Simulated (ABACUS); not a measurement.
Input of an ABACUS 3.10.1 run:

File run_abacus.py:

```python
"""Relaxation by an ASE optimiser with ABACUS as a small file-based calculator."""
import re
import subprocess
import spglib
from ase import Atoms
import numpy as np
from ase.calculators.calculator import Calculator, all_changes
from ase.filters import FrechetCellFilter
from ase.io import read
from ase.optimize import FIRE
from ase.stress import full_3x3_to_voigt_6_stress
from ase.units import Bohr, GPa

atoms = read("MgO.cif")
cell, frac, numbers = spglib.standardize_cell((atoms.cell[:], atoms.get_scaled_positions(), atoms.numbers), to_primitive=True, symprec=1e-4)
atoms = Atoms(numbers=numbers, cell=cell, scaled_positions=frac, pbc=True)  # the primitive cell
atoms = atoms[(-atoms.numbers).argsort(kind="stable")]  # ABACUS lists atoms element by element
pseudo = {'Mg': 'Mg_ONCV_PBE-1.2.upf', 'O': 'O_ONCV_PBE-1.2.upf'}
orbital = {}
magmoms = None
kmesh = [7, 7, 7]
params = {
    'suffix': 'MgO',
    'calculation': 'scf',
    'basis_type': 'pw',
    'pseudo_dir': './',
    'symmetry': 1,
    'dft_functional': 'scan',
    'ecutwfc': 97,
    'pseudo_rcut': 10,
    'nspin': 1,
    'nbands': 12,
    'ks_solver': 'dav',
    'smearing_method': 'fd',
    'smearing_sigma': 0.00367493,
    'scf_thr': 1e-08,
    'scf_nmax': 100,
    'mixing_type': 'broyden',
    'mixing_beta': 0.7,
    'cal_force': 1,
    'cal_stress': 1,
    'mixing_tau': 1,
    'kpar': 4,
}

def write_input(atoms):
    symbols = atoms.get_chemical_symbols()
    elements = list(dict.fromkeys(symbols))
    lines = ["ATOMIC_SPECIES"] + [f"{e} {atoms.get_masses()[symbols.index(e)]:.4f} {pseudo[e]}" for e in elements]
    if orbital:
        lines += ["", "NUMERICAL_ORBITAL"] + [orbital[e] for e in elements]
    lines += ["", "LATTICE_CONSTANT", f"{1 / Bohr:.10f}", "", "LATTICE_VECTORS"]
    lines += [" ".join(f"{x:.10f}" for x in v) for v in atoms.cell]
    lines += ["", "ATOMIC_POSITIONS", "Direct"]
    for e in elements:
        lines += ["", e, "0.0", str(symbols.count(e))]
        for i, p in enumerate(atoms.get_scaled_positions(wrap=False)):
            if symbols[i] == e:
                mag = "" if magmoms is None else " mag " + " ".join(str(x) for x in (magmoms[i] if isinstance(magmoms[i], list) else [magmoms[i]]))
                lines.append(" ".join(f"{x:.10f}" for x in p) + " 1 1 1" + mag)
    open("STRU", "w").write("\n".join(lines) + "\n")
    open("KPT", "w").write("K_POINTS\n0\nGamma\n%d %d %d 0 0 0\n" % tuple(kmesh))
    open("INPUT", "w").write("INPUT_PARAMETERS\n" + "".join(f"{k:<20s}{v}\n" for k, v in params.items()))

class Abacus(Calculator):
    implemented_properties = ["energy", "free_energy", "forces", "stress"]

    def calculate(self, atoms=None, properties=("energy",), system_changes=all_changes):
        super().calculate(atoms, properties, system_changes)
        write_input(self.atoms)
        subprocess.run(['mpirun', '-np', '4', 'abacus'], check=True)
        log = open("OUT.MgO/running_scf.log").read()
        if "charge density convergence is achieved" not in log:
            raise RuntimeError("SCF not converged")
        rows = lambda title, n: np.array([l.split()[-3:] for l in log.split(title)[-1].split("\n")[2:2 + n]], float)
        energy = float(re.findall(r"FINAL_ETOT_IS (\S+)", log)[-1])
        stress = -rows("TOTAL-STRESS", 3) / 10 * GPa  # ABACUS prints kbar, compression positive
        self.results = dict(energy=energy, free_energy=energy, forces=rows("TOTAL-FORCE", len(self.atoms)), stress=full_3x3_to_voigt_6_stress(stress))

atoms.calc = Abacus()
opt = FIRE(FrechetCellFilter(atoms), logfile="opt.log", trajectory="relax.traj")
print("optimiser converged:", opt.run(fmax=0.02, steps=60))
```

File MgO.cif:

```cif
data_MgO
_cell_length_a 4.19400279
_cell_length_b 4.19400279
_cell_length_c 4.19400279
_cell_angle_alpha 90.00000000
_cell_angle_beta 90.00000000
_cell_angle_gamma 90.00000000
_space_group_name_H-M_alt 'Fm-3m'
_space_group_name_Hall '-F 4 2 3'
_space_group_IT_number 225
loop_
_space_group_symop_operation_xyz
'x,y,z'
'-x,-y,-z'
'-y,x,z'
'y,-x,-z'
'-x,-y,z'
'x,y,-z'
'y,-x,z'
'-y,x,-z'
'x,-y,-z'
'-x,y,z'
'-y,-x,-z'
'y,x,z'
'-x,y,-z'
'x,-y,z'
'y,x,-z'
'-y,-x,z'
'z,x,y'
'-z,-x,-y'
'z,-y,x'
'-z,y,-x'
'z,-x,-y'
'-z,x,y'
'z,y,-x'
'-z,-y,x'
'-z,x,-y'
'z,-x,y'
'-z,-y,-x'
'z,y,x'
'-z,-x,y'
'z,x,-y'
'-z,y,x'
'z,-y,-x'
'y,z,x'
'-y,-z,-x'
'x,z,-y'
'-x,-z,y'
'-y,z,-x'
'y,-z,x'
'-x,z,y'
'x,-z,-y'
'-y,-z,x'
'y,z,-x'
'-x,-z,-y'
'x,z,y'
'y,-z,-x'
'-y,z,x'
'x,-z,y'
'-x,z,-y'
'x,y+1/2,z+1/2'
'-x,-y+1/2,-z+1/2'
'-y,x+1/2,z+1/2'
'y,-x+1/2,-z+1/2'
'-x,-y+1/2,z+1/2'
'x,y+1/2,-z+1/2'
'y,-x+1/2,z+1/2'
'-y,x+1/2,-z+1/2'
'x,-y+1/2,-z+1/2'
'-x,y+1/2,z+1/2'
'-y,-x+1/2,-z+1/2'
'y,x+1/2,z+1/2'
'-x,y+1/2,-z+1/2'
[... 41 lines left out ...]
'y+1/2,-x,z+1/2'
'-y+1/2,x,-z+1/2'
'x+1/2,-y,-z+1/2'
'-x+1/2,y,z+1/2'
'-y+1/2,-x,-z+1/2'
'y+1/2,x,z+1/2'
'-x+1/2,y,-z+1/2'
'x+1/2,-y,z+1/2'
'y+1/2,x,-z+1/2'
'-y+1/2,-x,z+1/2'
'z+1/2,x,y+1/2'
'-z+1/2,-x,-y+1/2'
'z+1/2,-y,x+1/2'
'-z+1/2,y,-x+1/2'
'z+1/2,-x,-y+1/2'
'-z+1/2,x,y+1/2'
'z+1/2,y,-x+1/2'
'-z+1/2,-y,x+1/2'
'-z+1/2,x,-y+1/2'
'z+1/2,-x,y+1/2'
'-z+1/2,-y,-x+1/2'
'z+1/2,y,x+1/2'
'-z+1/2,-x,y+1/2'
'z+1/2,x,-y+1/2'
'-z+1/2,y,x+1/2'
'z+1/2,-y,-x+1/2'
'y+1/2,z,x+1/2'
'-y+1/2,-z,-x+1/2'
'x+1/2,z,-y+1/2'
'-x+1/2,-z,y+1/2'
'-y+1/2,z,-x+1/2'
'y+1/2,-z,x+1/2'
'-x+1/2,z,y+1/2'
'x+1/2,-z,-y+1/2'
'-y+1/2,-z,x+1/2'
'y+1/2,z,-x+1/2'
'-x+1/2,-z,-y+1/2'
'x+1/2,z,y+1/2'
'y+1/2,-z,-x+1/2'
'-y+1/2,z,x+1/2'
'x+1/2,-z,y+1/2'
'-x+1/2,z,-y+1/2'
'x+1/2,y+1/2,z'
'-x+1/2,-y+1/2,-z'
'-y+1/2,x+1/2,z'
'y+1/2,-x+1/2,-z'
'-x+1/2,-y+1/2,z'
'x+1/2,y+1/2,-z'
'y+1/2,-x+1/2,z'
'-y+1/2,x+1/2,-z'
'x+1/2,-y+1/2,-z'
'-x+1/2,y+1/2,z'
'-y+1/2,-x+1/2,-z'
'y+1/2,x+1/2,z'
'-x+1/2,y+1/2,-z'
'x+1/2,-y+1/2,z'
'y+1/2,x+1/2,-z'
'-y+1/2,-x+1/2,z'
'z+1/2,x+1/2,y'
'-z+1/2,-x+1/2,-y'
'z+1/2,-y+1/2,x'
'-z+1/2,y+1/2,-x'
'z+1/2,-x+1/2,-y'
'-z+1/2,x+1/2,y'
'z+1/2,y+1/2,-x'
'-z+1/2,-y+1/2,x'
'-z+1/2,x+1/2,-y'
'z+1/2,-x+1/2,y'
'-z+1/2,-y+1/2,-x'
'z+1/2,y+1/2,x'
'-z+1/2,-x+1/2,y'
'z+1/2,x+1/2,-y'
'-z+1/2,y+1/2,x'
'z+1/2,-y+1/2,-x'
'y+1/2,z+1/2,x'
'-y+1/2,-z+1/2,-x'
'x+1/2,z+1/2,-y'
'-x+1/2,-z+1/2,y'
'-y+1/2,z+1/2,-x'
'y+1/2,-z+1/2,x'
'-x+1/2,z+1/2,y'
'x+1/2,-z+1/2,-y'
'-y+1/2,-z+1/2,x'
'y+1/2,z+1/2,-x'
'-x+1/2,-z+1/2,-y'
'x+1/2,z+1/2,y'
'y+1/2,-z+1/2,-x'
'-y+1/2,z+1/2,x'
'x+1/2,-z+1/2,y'
'-x+1/2,z+1/2,-y'
loop_
_atom_site_label
_atom_site_type_symbol
_atom_site_symmetry_multiplicity
_atom_site_Wyckoff_symbol
_atom_site_fract_x
_atom_site_fract_y
_atom_site_fract_z
_atom_site_occupancy
Mg1 Mg 4 a 0.0000000000 0.0000000000 0.0000000000 1
O1 O 4 b 0.5000000000 0.0000000000 0.0000000000 1
```

Potentials or basis: SG15 ONCV 1.2 PBE, plane waves.

Command:

```sh
$ OMP_NUM_THREADS=1 python run_abacus.py > log
```

Task: Estimate the relaxed volume.

Result: 9.26 Å³/atom.

Task: Estimate the relaxed cell.

Result: a = 2.970 Å, b = 2.970 Å, c = 2.970 Å, α = 60.00°, β = 60.00°, γ = 60.00°.

Task: Estimate the band gap on the k mesh.

Result: 5.62 eV, direct.

Task: Estimate the space group after relaxing (to 0.05 Å).

Result: Fm-3m (No. 225).

Final structure:
```
Mg O
1.0
     0.00000    2.10004    2.10004
     2.10004    0.00000    2.10004
     2.10004    2.10004    0.00000
Mg O
1 1
Direct
  0.00000 0.00000 0.00000
  0.50000 0.50000 0.50000
```

Caveat: the potentials were made for another functional, which shifts forces and pressure. SCAN opens gaps a little over a GGA but as a rule still falls short of measured ones.
